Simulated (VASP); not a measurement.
BaS:

```xyz
8
Lattice="6.3900 0.0000 0.0000 0.0000 6.3900 0.0000 0.0000 0.0000 6.3900" Properties=species:S:1:pos:R:3 pbc="T T T"
Ba    0.0000    0.0000    0.0000
Ba    0.0000    3.1950    3.1950
Ba    3.1950    0.0000    3.1950
Ba    3.1950    3.1950    0.0000
S     3.1950    3.1950    3.1950
S     0.0000    0.0000    3.1950
S     0.0000    3.1950    0.0000
S     3.1950    0.0000    0.0000
```

The cell was built by a generator and needn't be a form met in nature.

- Program: VASP 6.6.1
- Task: relaxation of cell and atoms
- Functional: PBE
- Potentials or basis: VASP PAW PBE potentials, release 64 (Ba_sv, S)
- Cutoff: 600 eV
- k mesh: 3 × 3 × 3
- Occupations: fermi-dirac, width 0.01 eV
- Spin: no spin polarisation

At the start: pressure 1.5 GPa; volume 32.61 Å³/atom.

**Question.** Where does the relaxation end?

**Answer.** Over 3 steps the energy falls by 4.8 meV/atom and the volume is 33.70 Å³/atom (+3.3 %); space group Fm-3m (No. 225, to 0.05 Å).

The path:
| step | energy change (eV) | largest force (eV/Å) | pressure (GPa) | volume (Å³) |
| --- | --- | --- | --- | --- |
| 1 | 0.0000 | 0.0000 | 1.47 | 260.92 |
| 2 | -0.0353 | 0.0000 | -0.40 | 272.36 |
| 3 | -0.0387 | 0.0000 | 0.00 | 269.63 |

Final structure:
```
Ba S
1.0
     6.46036    0.00000    0.00000
     0.00000    6.46036    0.00000
     0.00000    0.00000    6.46036
Ba S
4 4
Direct
  0.00000 0.00000 0.00000
  0.00000 0.50000 0.50000
  0.50000 0.00000 0.50000
  0.50000 0.50000 0.00000
  0.50000 0.50000 0.50000
  0.00000 0.00000 0.50000
  0.00000 0.50000 0.00000
  0.50000 0.00000 0.00000
```
